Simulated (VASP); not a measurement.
**Mn3Sb under changes of volume**

One of the cells (13.586 Å³/atom); the others are scaled copies at fixed shape and fractional positions:

```
Sb Mn
1.0
     3.78779    0.00000    0.00000
     0.00000    3.78779    0.00000
     0.00000    0.00000    3.78779
Sb Mn
1 3
Direct
  0.00000 0.00000 0.00000
  0.50000 0.00000 0.50000
  0.50000 0.50000 0.00000
  0.00000 0.50000 0.50000
```

The cell comes from a database or a generator and needn't be the stable form of this composition.

```yaml
Program: VASP 6.6.1
Functional: r2SCAN
Potentials_or_basis: VASP PAW PBE potentials, release 64 (Sb, Mn_pv)
Cutoff: 520 eV
k_mesh: 7 × 7 × 7
Occupations: fermi-dirac, width 0.05 eV
Spin: collinear spin, ferromagnetic start
Starting_moments: "[0.0, 4.0, 4.0, 4.0] μB"
```

```csv
volume (Å³/atom),energy over the lowest point (meV/atom),pressure (GPa),moment (μB per cell)
13.032,?,?,?
13.309,66.36,5.9,6.37
13.586,58.65,12.7,8.25
14.141,17.46,10.8,9.13
14.418,0.00,10.1,9.55
```

**Question.** What does the run at 13.032 Å³/atom give?

**Answer.** Energy over the lowest point 79.75 meV/atom; pressure 10.1 GPa; moment 6.29 μB per cell.

The energies don't lie on one smooth curve, so no fit is given. The run at 13.586 Å³/atom lies farthest off, from a change of basis, grid or state.

Energies are extrapolated to zero smearing.

Caveats: the PAW data sets were made with another functional, which shifts forces and pressure a little; only a ferromagnetic start was run, and an antiferromagnetic order may lie lower in energy.
